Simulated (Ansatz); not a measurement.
**PtTe2 (Te2Pt-type): one cell, many starting occupations (series 2), part 1 of 2**

Aim: start the open shells of PtTe2 (Te2Pt-type) from different occupation matrices at one fixed cell, and see in which states the SCF ends. Cell and atoms stay fixed.

The COD entry's cell or inner coordinates are ideal or old and differ from later refinements, so a difference from it is no clean test against experiment.

Method: DFT LDA+U (U = 7 eV, J = 0.9 eV on Pt d), plane waves, PAW, no spin–orbit coupling unless a run says so, in Ansatz 0.2.0.

## 1. The starting structure

It takes space group P-3m1 (No. 164, trigonal). Conventional cell: a = 4.018 Å, b = 4.018 Å, c = 5.212 Å, α = 90.00°, β = 90.00°, γ = 120.00°. Around Te (site symmetry 3m) lie 3 Pt at 2.66 Å. Around Pt (site symmetry -3m) lie 6 Te at 2.66 Å.

Structure file:

```
Te Pt
1.0
     4.01800    0.00000    0.00000
    -2.00900    3.47969    0.00000
     0.00000    0.00000    5.21200
Te Pt
2 1
Direct
  0.33333 0.66667 0.25000
  0.66667 0.33333 0.75000
  0.00000 0.00000 0.00000
```

Magnetic order typed: ferromagnetic.

The runs: random orbitals: single harmonics, second filling; random orbitals: fully mixed, first filling; random orbitals: single harmonics, first filling; random orbitals: fully mixed, one electron more; random orbitals: drawn by pairs, second filling.

An earlier series on this cell reached its lowest free state from «random orbitals: single harmonics, first filling», perhaps among other starts.

## 2. Random orbitals: single harmonics, second filling

The input, input.yaml:

```yaml
crystal:
  lattice:
    - [4.01799945, 0.0, 0.0]
    - [-2.00899973, 3.4796896, 0.0]
    - [0.0, 0.0, 5.21199933]
  atoms:
    - { symbol: Te, position: [0.3333333333, 0.6666666667, 0.25] }
    - { symbol: Te, position: [0.6666666667, 0.3333333333, 0.75] }
    - { symbol: Pt, position: [0.0, 0.0, 0.0], spin: 0.3, spin_axis: [0.0, 0.0, 1.0] }
basis:
  ecutwfc: 420
  ecutrho_ratio: 4
kpoints:
  mp_grid: { grid: [6, 6, 4] }
hamiltonian:
  xc: lda
  hubbard:
    sites:
      - { site: 2, l: d, u: 7.0, j: 0.9, starting_ns: [{ occupation_matrix: s2 }] }
    occupation_matrices:
      s2:
        spinor_matrix:
          - [[0.02, 0.0], [0.0, 0.0], [0.0, 0.0], [0.0, 0.0], [0.0, 0.0], [0.0, 0.0], [0.0, 0.0], [0.0, 0.0], [0.0, 0.0], [0.0, 0.0]]
          - [[0.0, 0.0], [0.97, 0.0], [0.0, 0.0], [0.0, 0.0], [0.0, 0.0], [0.0, 0.0], [0.0, 0.0], [0.0, 0.0], [0.0, 0.0], [0.0, 0.0]]
          - [[0.0, 0.0], [0.0, 0.0], [0.97, 0.0], [0.0, 0.0], [0.0, 0.0], [0.0, 0.0], [0.0, 0.0], [0.0, 0.0], [0.0, 0.0], [0.0, 0.0]]
          - [[0.0, 0.0], [0.0, 0.0], [0.0, 0.0], [0.02, 0.0], [0.0, 0.0], [0.0, 0.0], [0.0, 0.0], [0.0, 0.0], [0.0, 0.0], [0.0, 0.0]]
          - [[0.0, 0.0], [0.0, 0.0], [0.0, 0.0], [0.0, 0.0], [0.97, 0.0], [0.0, 0.0], [0.0, 0.0], [0.0, 0.0], [0.0, 0.0], [0.0, 0.0]]
          - [[0.0, 0.0], [0.0, 0.0], [0.0, 0.0], [0.0, 0.0], [0.0, 0.0], [0.02, 0.0], [0.0, 0.0], [0.0, 0.0], [0.0, 0.0], [0.0, 0.0]]
          - [[0.0, 0.0], [0.0, 0.0], [0.0, 0.0], [0.0, 0.0], [0.0, 0.0], [0.0, 0.0], [0.97, 0.0], [0.0, 0.0], [0.0, 0.0], [0.0, 0.0]]
          - [[0.0, 0.0], [0.0, 0.0], [0.0, 0.0], [0.0, 0.0], [0.0, 0.0], [0.0, 0.0], [0.0, 0.0], [0.97, 0.0], [0.0, 0.0], [0.0, 0.0]]
          - [[0.0, 0.0], [0.0, 0.0], [0.0, 0.0], [0.0, 0.0], [0.0, 0.0], [0.0, 0.0], [0.0, 0.0], [0.0, 0.0], [0.97, 0.0], [0.0, 0.0]]
          - [[0.0, 0.0], [0.0, 0.0], [0.0, 0.0], [0.0, 0.0], [0.0, 0.0], [0.0, 0.0], [0.0, 0.0], [0.0, 0.0], [0.0, 0.0], [0.02, 0.0]]
    ns_hold: { iters: 12 }
scf:
  occupations: { method: gaussian, width: 0.05 }
  lower_state_search: "off"
  max_iter: 150
output:
  forces: true
  stress: true
  eigenvalues: true
  populations: true
  hubbard: { sites: [{ site: 2, l: d }] }
magnetization:
  noncollinear: true
  spin_orbit: true
```

The typed matrices put 0.97 on the chosen orbitals and 0.02 on the others, and are held for 12 cycles. This run includes spin–orbit coupling.

The run is started by

```
ansatz run input.yaml --threads 4 --pin off --max-ram 6144MiB --backend cpu --events-out ev --progress --plain --runs-dir out
```

Log (excerpt; [...] marks lines left out):

```text
Warning: crystal.symmetry: narrowed to the stabiliser of the occupation matrices — unitary ops 6 → 2, anti-unitary 6 → 2; lowered by the specified shell (site 2, l: d); largest admitted image defect 2.7e-9, smallest excluded 7.1e-1 — at a splitting's scale: the group the occupation [...]
Warning: output.stress: scf.convergence.dr2_threshold = 1e-7 eV (the SCF's general default) is looser than the 3e-10 eV advised for a printed stress (1e-10 eV for each atom of the cell: 3). What an SCF threshold leaves in a stress goes as its square root, and in the free energy as the [...]
Warning: RAYON_NUM_THREADS=4 ignored (pool sized by the plan → 4); use --threads N
Te: projections on atomic orbitals take those of the free atom [Kr] 4d10 5s2 5p4, of charge +0.00 (hamiltonian.pseudopotentials.projection_atoms); the dataset's partial waves leave at most 2.3e-7 of an orbital's norm unspanned inside its sphere
Pt: projections on atomic orbitals take those of the free atom [Kr 4d10 4f14] 5s2 5p6 5d9 6s1, of charge +0.00 (hamiltonian.pseudopotentials.projection_atoms); the dataset's partial waves leave at most 4.2e-6 of an orbital's norm unspanned inside its sphere
[...]
Pseudopotentials: kind: paw_fr
Pseudopotential: Te, paw_fr, valence charge 16, recommended cutoff 420 eV (normal), Te.paw.azcp#standard-fr
Pseudopotential: Pt, paw_fr, valence charge 18, recommended cutoff 420 eV (normal), Pt.paw.azcp#standard-fr
Functional definition: SPW92
[...]
Crystal: 3 atoms, lattice volume = 72.871 Å³
Basis set: ecut = 420 eV, 1409 PW (Γ)
Bands: 60, of which v1, the nominal top of the filled ones, is band 50 counted from 1 (49 counted from 0)
Symmetry: 2 space group operations + 2 with time reversal
k-points: 47 of 144 (time reversal used)
Projection manifold: j_resolved (fully-relativistic pseudo-atomic orbitals)
[...]
Starting moments: Σ|m| = 0.3 μB on 1 of 3 sites
[...]
WARN: the starting moments were not kept: the SCF closed with an absolute magnetisation of 2.0e-5 μB, where they sum to 0.3 μB in size (1 site). That is at most 0.1 of that sum. Measured as dr2_m measures the in/out step, that magnetisation stands 9.3e-11 eV from none, at or under the [...]
WARN: hamiltonian.hubbard: on 1 of 1 specified blocks the occupation matrix of this SCF's result fails the test of the specified filling. At site 2 (sites count from 0 in the list of atoms of the cell that this SCF solves) the least filled combination of the orbitals specified full has [...]
  site 1: m = (+0.0000, -0.0000, +0.0000) μB, |m| = 0.0000 μB  (R = 1.10 Å)
  site 2: m = (+0.0000, -0.0000, +0.0000) μB, |m| = 0.0000 μB  (R = 1.10 Å)
Free energy (F): -25936.594966 eV
[...]
E sigma→0 (E₀):  -25936.593446 eV
Entropy (-TS):   -0.003040 eV (-1.013 meV/atom)
Fermi energy:    13.477805 eV
[...]
--- DFT+U+J on-site energies (Liechtenstein; fll double counting; per corrected site; eV) ---
  site 2 (l=d): U=7.0000  J=0.9000  Tr N=9.1365  E_int=247.720028  E_dc=245.514810  E_U=2.205217
--- Hubbard shell moments (per corrected site; Tr N, ν in electrons; μ in μ_B) ---
  shell 0: Tr N=9.1365  μ_S=(+0.0000, -0.0000, +0.0000)  μ_L=(+0.0000, -0.0000, +0.0000)  μ=(+0.0000, -0.0000, +0.0000)  ν=0.0529 along (+0.000, -0.000, +1.000)
--- Specified on-site occupations, and those of the state reported ---
  electrons in the specified blocks: 5.9000 specified, 9.1365 found
  site 2 (l=d): largest change of an orbital's occupation 0.9577; electrons 5.9000 specified, 9.1365 found; spectral distance 1.5893
--- Forces (eV/Å), atoms counted from 1 ---
  atom   1  Te    -0.00000000     0.00000058     0.64651809
  atom   2  Te     0.00000000    -0.00000058    -0.64651809
  atom   3  Pt     0.00000000     0.00000000     0.00000000
[...]
--- Stress (GPa, compression-positive) ---
        1.723669      -0.000000      -0.000000
       -0.000000       1.723670       0.000000
       -0.000000       0.000000       0.726566
  P = ⅓ Tr σ = 1.3913 GPa (13.913 kbar)
--- Band table (eV; the first three rows and the last of 47) ---
[...]
Occupation matrices written to <dir>
--- Löwdin populations: 3 sites ---
  site symbol       q [e]
     0     Te     15.9075
     1     Te     15.9075
     2     Pt     17.9322
  spilling = 0.005058 (of n_electrons = 50.000000)
--- Occupation matrices: 1 shell (run DFT+U table (all-electron-ortho-atomic); ε = 4.66e-4) ---
  Pt2 d_5D: site group D3d (-3m)
  Pt2 d_5D spinor Tr n = 9.1365  λ = 0.814 0.814 0.815 0.815 0.975 0.975 0.982 0.982 0.983 0.983  [2× yz 0.34 E3/2g(1.00) | 2× xz 0.26 E1/2g(1.00) | 2× z2 0.45 E1/2g(1.00) | 2× xy 0.34 E3/2g(1.00) | 2× z2 0.54 E1/2g(1.00)]
  specified occupation → Pt2 d_5D spinor: matrix, ‖Δ‖_F = 1.8772, Tr Δ = -3.2365, displaced = 2.1185, d_λ = 1.5893; orbital distance = 2.5246
  Tr n, λ and their labels are of the run-group-symmetrised matrices; stabiliser: 24 of 24 elements of G0×{1,Θ} (closed), max defect 1.0e-5 at τ = 9.9e-5
```

It took 90 s on 4 threads of Arm Neoverse V1, shared host; peak memory 1 GiB.

It ends with no gap, pressure 1.4 GPa, no moment over 0.05 μB in any sphere, largest force component 0.65 eV/Å, 2 symmetry operations imposed. The program reports that the typed filling wasn't kept.

The shells' filling, with natural orbitals sorted by occupation:

```csv
shell,channel,electrons,over 0.8,0.2 to 0.8,under 0.2
Pt 5d (atom 3),both spins,9.14,10,0,0
```

## 3. Random orbitals: fully mixed, first filling

The input, input.yaml:

```yaml
crystal:
  lattice:
    - [4.01799945, 0.0, 0.0]
    - [-2.00899973, 3.4796896, 0.0]
    - [0.0, 0.0, 5.21199933]
  atoms:
    - { symbol: Te, position: [0.3333333333, 0.6666666667, 0.25] }
    - { symbol: Te, position: [0.6666666667, 0.3333333333, 0.75] }
    - { symbol: Pt, position: [0.0, 0.0, 0.0], spin: 4.0, spin_axis: [0.0, 0.0, 1.0] }
basis:
  ecutwfc: 420
  ecutrho_ratio: 4
kpoints:
  mp_grid: { grid: [6, 6, 4] }
hamiltonian:
  xc: lda
  hubbard:
    sites:
      - { site: 2, l: d, u: 7.0, j: 0.9, starting_ns: [{ occupation_matrix: s2 }] }
    occupation_matrices:
      s2:
        spinor_matrix:
          - [[0.97, 0.0], [0.0, 0.0], [0.0, 0.0], [0.0, 0.0], [0.0, 0.0], [0.0, 0.0], [0.0, 0.0], [0.0, 0.0], [0.0, 0.0], [0.0, 0.0]]
          - [[0.0, 0.0], [0.97, 0.0], [0.0, 0.0], [0.0, 0.0], [0.0, 0.0], [0.0, 0.0], [0.0, 0.0], [0.0, 0.0], [0.0, 0.0], [0.0, 0.0]]
          - [[0.0, 0.0], [0.0, 0.0], [0.97, 0.0], [0.0, 0.0], [0.0, 0.0], [0.0, 0.0], [0.0, 0.0], [0.0, 0.0], [0.0, 0.0], [0.0, 0.0]]
          - [[0.0, 0.0], [0.0, 0.0], [0.0, 0.0], [0.97, 0.0], [0.0, 0.0], [0.0, 0.0], [0.0, 0.0], [0.0, 0.0], [0.0, 0.0], [0.0, 0.0]]
          - [[0.0, 0.0], [0.0, 0.0], [0.0, 0.0], [0.0, 0.0], [0.97, 0.0], [0.0, 0.0], [0.0, 0.0], [0.0, 0.0], [0.0, 0.0], [0.0, 0.0]]
          - [[0.0, 0.0], [0.0, 0.0], [0.0, 0.0], [0.0, 0.0], [0.0, 0.0], [0.0415, 0.0], [-0.09302, 0.01959], [-0.02606, 0.04699], [-0.04147, -0.00133], [0.03538, 0.07115]]
          - [[0.0, 0.0], [0.0, 0.0], [0.0, 0.0], [0.0, 0.0], [0.0, 0.0], [-0.09302, -0.01959], [0.4404, 0.0], [0.15561, -0.17958], [0.17824, 0.04356], [-0.08827, -0.34013]]
          - [[0.0, 0.0], [0.0, 0.0], [0.0, 0.0], [0.0, 0.0], [0.0, 0.0], [-0.02606, -0.04699], [0.15561, 0.17958], [0.1543, 0.0], [0.04737, 0.09226], [0.11262, -0.1636]]
          - [[0.0, 0.0], [0.0, 0.0], [0.0, 0.0], [0.0, 0.0], [0.0, 0.0], [-0.04147, 0.00133], [0.17824, -0.04356], [0.04737, -0.09226], [0.10009, 0.0], [-0.07267, -0.13506]]
          - [[0.0, 0.0], [0.0, 0.0], [0.0, 0.0], [0.0, 0.0], [0.0, 0.0], [0.03538, -0.07115], [-0.08827, 0.34013], [0.11262, 0.1636], [-0.07267, 0.13506], [0.31371, 0.0]]
    ns_hold: { iters: 12 }
scf:
  occupations: { method: gaussian, width: 0.05 }
  lower_state_search: "off"
  max_iter: 150
output:
  forces: true
  stress: true
  eigenvalues: true
  populations: true
  hubbard: { sites: [{ site: 2, l: d }] }
magnetization:
  noncollinear: true
  spin_orbit: true
```

The typed matrices put 0.97 on the chosen orbitals and 0.02 on the others, and are held for 12 cycles. This run includes spin–orbit coupling.

The run is started by

```
ansatz run input.yaml --threads 4 --pin off --max-ram 6144MiB --backend cpu --events-out ev --progress --plain --runs-dir out
```

Log (excerpt; [...] marks lines left out):

```text
Warning: crystal.symmetry: narrowed to the stabiliser of the occupation matrices — unitary ops 6 → 2, anti-unitary 6 → 0; lowered by the specified shell (site 2, l: d); largest admitted image defect 4.4e-16, smallest excluded 3.5e-1 — at a splitting's scale: the group the occupation [...]
Warning: output.stress: scf.convergence.dr2_threshold = 1e-7 eV (the SCF's general default) is looser than the 3e-10 eV advised for a printed stress (1e-10 eV for each atom of the cell: 3). What an SCF threshold leaves in a stress goes as its square root, and in the free energy as the [...]
Warning: RAYON_NUM_THREADS=4 ignored (pool sized by the plan → 4); use --threads N
Te: projections on atomic orbitals take those of the free atom [Kr] 4d10 5s2 5p4, of charge +0.00 (hamiltonian.pseudopotentials.projection_atoms); the dataset's partial waves leave at most 2.3e-7 of an orbital's norm unspanned inside its sphere
Pt: projections on atomic orbitals take those of the free atom [Kr 4d10 4f14] 5s2 5p6 5d9 6s1, of charge +0.00 (hamiltonian.pseudopotentials.projection_atoms); the dataset's partial waves leave at most 4.2e-6 of an orbital's norm unspanned inside its sphere
[...]
[... 4 set-up lines as earlier in the session ...]
[...]
WARN: the starting moments were not kept: the SCF closed with an absolute magnetisation of 1.1e-5 μB, where they sum to 4 μB in size (1 site). That is at most 0.1 of that sum. Measured as dr2_m measures the in/out step, that magnetisation stands 3.2e-11 eV from none, at or under the [...]
WARN: hamiltonian.hubbard: on 1 of 1 specified blocks the occupation matrix of this SCF's result fails the test of the specified filling. At site 2 (sites count from 0 in the list of atoms of the cell that this SCF solves) the least filled combination of the orbitals specified full has [...]
--- Specified on-site occupations, and those of the state reported ---
  electrons in the specified blocks: 5.9000 specified, 9.1365 found
  site 2 (l=d): largest change of an orbital's occupation 0.9596; electrons 5.9000 specified, 9.1365 found; spectral distance 1.5893
--- Forces (eV/Å), atoms counted from 1 ---
  atom   1  Te    -0.00000034    -0.00000037     0.64651626
  atom   2  Te     0.00000034     0.00000037    -0.64651626
  atom   3  Pt     0.00000000     0.00000000     0.00000000
[...]
--- Stress (GPa, compression-positive) ---
        1.723661      -0.000001       0.000002
       -0.000001       1.723663       0.000000
        0.000002       0.000000       0.726568
  P = ⅓ Tr σ = 1.3913 GPa (13.913 kbar)
--- Band table (eV; the first three rows and the last of 76) ---
[...]
Occupation matrices written to <dir>
--- Löwdin populations: 3 sites ---
  site symbol       q [e]
     0     Te     15.9075
     1     Te     15.9075
     2     Pt     17.9322
  spilling = 0.005058 (of n_electrons = 50.000000)
--- Occupation matrices: 1 shell (run DFT+U table (all-electron-ortho-atomic); ε = 3.58e-4) ---
  Pt2 d_5D: site group D3d (-3m)
  Pt2 d_5D spinor Tr n = 9.1365  λ = 0.814 0.814 0.815 0.815 0.975 0.975 0.982 0.982 0.983 0.983  [2× xz 0.34 E3/2g(1.00) | 2× yz 0.26 E1/2g(1.00) | 2× z2 0.45 E1/2g(1.00) | 2× xy 0.34 E3/2g(1.00) | 2× z2 0.54 E1/2g(1.00)]
  specified occupation → Pt2 d_5D spinor: matrix, ‖Δ‖_F = 1.8112, Tr Δ = -3.2365, displaced = 1.9922, d_λ = 1.5893; orbital distance = 2.1928
  Tr n, λ and their labels are of the run-group-symmetrised matrices; stabiliser: 24 of 24 elements of G0×{1,Θ} (closed), max defect 6.4e-6 at τ = 7.6e-5
```

Run time: 2 min. Hardware: 4 threads of Arm Neoverse V1, shared host; peak memory 1.3 GiB.

Result: no gap, pressure 1.4 GPa, no moment over 0.05 μB in any sphere, largest force component 0.65 eV/Å, 2 symmetry operations imposed. The program reports that the typed filling wasn't kept.

The shells' filling, with natural orbitals sorted by occupation:

```csv
shell,channel,electrons,over 0.8,0.2 to 0.8,under 0.2
Pt 5d (atom 3),both spins,9.14,10,0,0
```

## 4. Random orbitals: single harmonics, first filling

Edit input.yaml of step 3 so:

```diff
@@ -27,8 +27,8 @@
           - [[0.0, 0.0], [0.0, 0.0], [0.0, 0.0], [0.0, 0.0], [0.97, 0.0], [0.0, 0.0], [0.0, 0.0], [0.0, 0.0], [0.0, 0.0], [0.0, 0.0]]
-          - [[0.0, 0.0], [0.0, 0.0], [0.0, 0.0], [0.0, 0.0], [0.0, 0.0], [0.0415, 0.0], [-0.09302, 0.01959], [-0.02606, 0.04699], [-0.04147, -0.00133], [0.03538, 0.07115]]
-          - [[0.0, 0.0], [0.0, 0.0], [0.0, 0.0], [0.0, 0.0], [0.0, 0.0], [-0.09302, -0.01959], [0.4404, 0.0], [0.15561, -0.17958], [0.17824, 0.04356], [-0.08827, -0.34013]]
-          - [[0.0, 0.0], [0.0, 0.0], [0.0, 0.0], [0.0, 0.0], [0.0, 0.0], [-0.02606, -0.04699], [0.15561, 0.17958], [0.1543, 0.0], [0.04737, 0.09226], [0.11262, -0.1636]]
-          - [[0.0, 0.0], [0.0, 0.0], [0.0, 0.0], [0.0, 0.0], [0.0, 0.0], [-0.04147, 0.00133], [0.17824, -0.04356], [0.04737, -0.09226], [0.10009, 0.0], [-0.07267, -0.13506]]
-          - [[0.0, 0.0], [0.0, 0.0], [0.0, 0.0], [0.0, 0.0], [0.0, 0.0], [0.03538, -0.07115], [-0.08827, 0.34013], [0.11262, 0.1636], [-0.07267, 0.13506], [0.31371, 0.0]]
-    ns_hold: { iters: 12 }
+          - [[0.0, 0.0], [0.0, 0.0], [0.0, 0.0], [0.0, 0.0], [0.0, 0.0], [0.02, 0.0], [0.0, 0.0], [0.0, 0.0], [0.0, 0.0], [0.0, 0.0]]
+          - [[0.0, 0.0], [0.0, 0.0], [0.0, 0.0], [0.0, 0.0], [0.0, 0.0], [0.0, 0.0], [0.02, 0.0], [0.0, 0.0], [0.0, 0.0], [0.0, 0.0]]
+          - [[0.0, 0.0], [0.0, 0.0], [0.0, 0.0], [0.0, 0.0], [0.0, 0.0], [0.0, 0.0], [0.0, 0.0], [0.02, 0.0], [0.0, 0.0], [0.0, 0.0]]
+          - [[0.0, 0.0], [0.0, 0.0], [0.0, 0.0], [0.0, 0.0], [0.0, 0.0], [0.0, 0.0], [0.0, 0.0], [0.0, 0.0], [0.97, 0.0], [0.0, 0.0]]
+          - [[0.0, 0.0], [0.0, 0.0], [0.0, 0.0], [0.0, 0.0], [0.0, 0.0], [0.0, 0.0], [0.0, 0.0], [0.0, 0.0], [0.0, 0.0], [0.02, 0.0]]
+    ns_hold: until_converged
 scf:
```

The typed matrices put 0.97 on the chosen orbitals and 0.02 on the others, and are held until the SCF converges, then released. This run includes spin–orbit coupling.

The run is started by

```
ansatz run input.yaml --threads 4 --pin off --max-ram 6144MiB --backend cpu --events-out ev --progress --plain --runs-dir out
```

Log (excerpt; [...] marks lines left out):

```text
Warning: crystal.symmetry: narrowed to the stabiliser of the occupation matrices — unitary ops 6 → 2, anti-unitary 6 → 2; lowered by the specified shell (site 2, l: d); largest admitted image defect 2.7e-9, smallest excluded 7.1e-1 — at a splitting's scale: the group the occupation [...]
Warning: output.stress: scf.convergence.dr2_threshold = 1e-7 eV (the SCF's general default) is looser than the 3e-10 eV advised for a printed stress (1e-10 eV for each atom of the cell: 3). What an SCF threshold leaves in a stress goes as its square root, and in the free energy as the [...]
Warning: RAYON_NUM_THREADS=4 ignored (pool sized by the plan → 4); use --threads N
Te: projections on atomic orbitals take those of the free atom [Kr] 4d10 5s2 5p4, of charge +0.00 (hamiltonian.pseudopotentials.projection_atoms); the dataset's partial waves leave at most 2.3e-7 of an orbital's norm unspanned inside its sphere
Pt: projections on atomic orbitals take those of the free atom [Kr 4d10 4f14] 5s2 5p6 5d9 6s1, of charge +0.00 (hamiltonian.pseudopotentials.projection_atoms); the dataset's partial waves leave at most 4.2e-6 of an orbital's norm unspanned inside its sphere
[...]
[... 4 set-up lines as earlier in the session ...]
[...]
WARN: the starting moments were not kept: the SCF closed with an absolute magnetisation of 9.4e-6 μB, where they sum to 4 μB in size (1 site). That is at most 0.1 of that sum. Measured as dr2_m measures the in/out step, that magnetisation stands 1.4e-11 eV from none, at or under the [...]
WARN: hamiltonian.hubbard: on 1 of 1 specified blocks the occupation matrix of this SCF's result fails the test of the specified filling. At site 2 (sites count from 0 in the list of atoms of the cell that this SCF solves) the least filled combination of the orbitals specified full has [...]
--- Specified on-site occupations, and those of the state reported ---
  electrons in the specified blocks: 5.9000 specified, 9.1365 found
  site 2 (l=d): largest change of an orbital's occupation 0.9591; electrons 5.9000 specified, 9.1365 found; spectral distance 1.5893
--- Forces (eV/Å), atoms counted from 1 ---
  atom   1  Te    -0.00000000     0.00000010     0.64651901
  atom   2  Te     0.00000000    -0.00000010    -0.64651901
  atom   3  Pt     0.00000000     0.00000000     0.00000000
[...]
--- Stress (GPa, compression-positive) ---
        1.723651       0.000000       0.000000
        0.000000       1.723650      -0.000000
        0.000000      -0.000000       0.726574
  P = ⅓ Tr σ = 1.3913 GPa (13.913 kbar)
--- Band table (eV; the first three rows and the last of 47) ---
[...]
Occupation matrices written to <dir>
--- Löwdin populations: 3 sites ---
  site symbol       q [e]
     0     Te     15.9075
     1     Te     15.9075
     2     Pt     17.9322
  spilling = 0.005058 (of n_electrons = 50.000000)
--- Occupation matrices: 1 shell (run DFT+U table (all-electron-ortho-atomic); ε = 1.86e-4) ---
  Pt2 d_5D: site group D3d (-3m)
  Pt2 d_5D spinor Tr n = 9.1365  λ = 0.814 0.814 0.815 0.815 0.975 0.975 0.982 0.982 0.983 0.983  [2× yz 0.34 E3/2g(1.00) | 2× xz 0.26 E1/2g(1.00) | 2× z2 0.45 E1/2g(1.00) | 2× x2-y2 0.34 E3/2g(1.00) | 2× z2 0.54 E1/2g(1.00)]
  specified occupation → Pt2 d_5D spinor: matrix, ‖Δ‖_F = 1.8101, Tr Δ = -3.2365, displaced = 1.9893, d_λ = 1.5893; orbital distance = 2.1878
  Tr n, λ and their labels are of the run-group-symmetrised matrices; stabiliser: 24 of 24 elements of G0×{1,Θ} (closed), max defect 3.8e-6 at τ = 3.9e-5
```

It took 99 s on 4 threads of Arm Neoverse V1, shared host; peak memory 1 GiB.

End state: no gap, pressure 1.4 GPa, no moment over 0.05 μB in any sphere, largest force component 0.65 eV/Å, 2 symmetry operations imposed. The program reports that the typed filling wasn't kept.

How the shells are filled (orbitals counted by the eigenvalues of the occupation matrices):

```csv
shell,channel,electrons,over 0.8,0.2 to 0.8,under 0.2
Pt 5d (atom 3),both spins,9.14,10,0,0
```

(Continued in part 2 of 2.)
